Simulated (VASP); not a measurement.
TiO2 (Rutile):

```
Ti O
1.0
     4.59271    0.00000    0.00000
     0.00000    4.59271    0.00000
     0.00000    0.00000    2.94174
Ti O
2 4
Direct
  0.00000 0.00000 0.00000
  0.50000 0.50000 0.50000
  0.30432 0.30432 0.00000
  0.19568 0.80432 0.50000
  0.69568 0.69568 0.00000
  0.80432 0.19568 0.50000
```

Program: VASP 6.6.1. Alike in all runs: task band structure; potentials or basis VASP PAW PBE potentials, release 64 (Ti_sv, O); no spin polarisation; cell as given; k mesh 4 × 4 × 6; cutoff (eV) 520; smearing gaussian 0.03 eV.

**Question.** Order these runs on this cell by their band gap on the k mesh, lowest first.
A. level PBE0; exchange at q = 0 truncated
B. level HSE06; screening parameter 0.2 1/A
C. level PBE-EpsX; exchange at q = 0 truncated; share of exact exchange 0.1273

**Answer.** C (2.98 eV), B (3.39 eV), A (4.13 eV).

Runs at the PBE level aren't shown here.
